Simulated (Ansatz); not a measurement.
Structure from Materials Project entry mp-567308 (possibly hypothetical), not relaxed further.

An input for Sc: DFT, LDA, all-electron LAPW, scalar-relativistic (Ansatz 0.2.0).

Command: `ansatz run input.yaml --threads 1 --pin off --max-ram 4096MiB --backend cpu --events-out ev --progress --plain --runs-dir out` The run took about 66 s on 1 thread of a shared machine.

```yaml
crystal:
  lattice:
    - [-3.0880123167, 3.0880123167, 2.7062434742]
    - [3.0880123167, -3.0880123167, 2.7062434742]
    - [3.0880123167, 3.0880123167, -2.7062434742]
  atoms:
    - { symbol: Sc, position: [0.16373049, 0.33626951, 0.5] }
    - { symbol: Sc, position: [0.66373049, 0.16373049, 0.82746098] }
    - { symbol: Sc, position: [0.33626951, 0.83626951, 0.17253902] }
    - { symbol: Sc, position: [0.83626951, 0.66373049, 0.5] }
kpoints:
  mp_grid: { grid: [8, 8, 8] }
  band_path:
    path:
      - [0.0, 0.0, 0.0]
      - [0.0, 0.0, 0.5]
      - [-0.5, 0.5, 0.5]
      - [0.0, 0.0, 0.0]
      - [0.4420063951, 0.4420063951, -0.4420063951]
      - [-0.4420063951, 0.5579936049, 0.4420063951]
      - [-0.5, 0.5, 0.5]
      - [0.0, 0.0, 0.5]
      - [0.25, 0.25, 0.25]
    npoints: 8
scf:
  occupations: { method: fermi_dirac, width: 0.08 }
hamiltonian:
  xc: lda
  pseudopotentials: { kind: all_electron, lapw: { basis_error: 0.0005 } }
output:
  forces: true
  stress: true
  eigenvalues: true
  populations: true
  dos: { projected: true, de: 0.2, e_range: [-14, 8] }
```

Set-up and iterations as logged by Ansatz (the results part is left out, to be predicted):

```
Sc: projections on atomic orbitals take those of the free atom 1s2 2s2 2p6 3s2 3p6 3d1 4s2, of charge +0.00 (hamiltonian.pseudopotentials.projection_atoms)
LAPW: plane waves up to 7.739 Å⁻¹, error target 5.0e-4 eV per atom; small_component_spin mean_spin; Sc in spheres of 1.430 Å, 11 of its electrons in bands, Dirac shells []
Engine: ansatz 0.2.0
Pseudopotentials: kind: all_electron
Pseudopotential: Sc, LAPW, valence charge 11, Koelling and Harmon's equation, gaussian nucleus
Functional definition: SPW92
  exchange = slater_x
  correlation = pw_c
Crystal: 4 atoms, lattice volume = 103.225 Å³
Basis set: ecut = 228.1676628313062 eV, 847 PW (Γ), exchange–correlation at level 2
Bands: 27, of which v1, the nominal top of the filled ones, is band 22 counted from 1 (21 counted from 0)
Symmetry: 16 space group operations
Space group: I4/mcm (ITA 140), of the structure as read, at distance tolerance 4.7e-5 Å
k-points: 59 of 512
Non-local potential: Sc, projectors of the file, none
Initial density: superposition of atomic densities (chi_scale 0.1, normalization cell)
Initial wavefunctions: plane waves of lowest kinetic energy (no species holds an atomic orbital)
Functional: x = slater, c = lda
iter 1 solved again at ethr=3.37e-3 eV; its pass at ethr=1.00e-1 eV (dr2=1.48e0 eV) is discarded
SCF iter   1: F=—  HF=-82995.050802 eV  |F-HF|=—  |Δ(HF+E_count)|=         —  Δρ=2.35e-2  dr2=1.50e0  ethr=3.37e-3  ⟨swp⟩=4.5  Hψ=11733  notcnv=0
SCF iter   2: F=—  HF=-82994.709554 eV  |F-HF|=—  |Δ(HF+E_count)|=   3.41e-1  Δρ=1.46e-2  dr2=6.69e-1  ethr=3.37e-3  ⟨swp⟩=2.2  Hψ=5499  notcnv=0  defer=3
SCF iter   3: F=—  HF=-82994.558940 eV  |F-HF|=—  |Δ(HF+E_count)|=   1.51e-1  Δρ=5.55e-3  dr2=7.71e-2  ethr=1.52e-3  ⟨swp⟩=3.0  Hψ=5602  notcnv=0  defer=4
iter 4 solved again at ethr=1.20e-5 eV; its pass at ethr=1.75e-4 eV (dr2=5.30e-3 eV) is discarded
SCF iter   4: F=—  HF=-82994.525584 eV  |F-HF|=—  |Δ(HF+E_count)|=         —  Δρ=1.45e-3  dr2=5.27e-3  ethr=1.20e-5  ⟨swp⟩=2.1  Hψ=9162  notcnv=0  defer=1
the basis was enlarged: its passes take 412.8 KiB over the memory plan, 1 of 1 planned eigensolver slots
SCF iter   5: F=—  HF=-82994.524125 eV  |F-HF|=—  |Δ(HF+E_count)|=   1.46e-3  Δρ=4.11e-4  dr2=3.13e-4  ethr=1.20e-5  ⟨swp⟩=3.0  Hψ=5585  notcnv=0
SCF iter   6: F=—  HF=-82994.524076 eV  |F-HF|=—  |Δ(HF+E_count)|=   4.92e-5  Δρ=1.95e-4  dr2=7.27e-5  ethr=7.11e-7  ⟨swp⟩=2.4  Hψ=5350  notcnv=0
SCF iter   7: F=—  HF=-82994.524054 eV  |F-HF|=—  |Δ(HF+E_count)|=   2.15e-5  Δρ=3.50e-5  dr2=2.24e-6  ethr=1.65e-7  ⟨swp⟩=2.3  Hψ=5338  notcnv=0
SCF iter   8: F=—  HF=-82994.524053 eV  |F-HF|=—  |Δ(HF+E_count)|=   1.40e-6  Δρ=1.26e-5  dr2=1.97e-7  ethr=5.10e-9  ⟨swp⟩=3.0  Hψ=5691  notcnv=0
SCF iter   9: F=-82994.524053 eV  HF=-82994.524053 eV  |F-HF|=3.14e-9  |Δ(HF+E_count)|=   3.96e-8  Δρ=2.99e-6  dr2=1.65e-8  ethr=4.47e-10  ⟨swp⟩=2.2  Hψ=5330  notcnv=0
```

Problem. What pressure will this run report?

Solution. -4.16 GPa (positive in compression).

Problem. How large will the largest force be?

Solution. 0.041 eV/Å.

Problem. Is there a band gap?

Solution. none: bands cross the Fermi level, a metal.
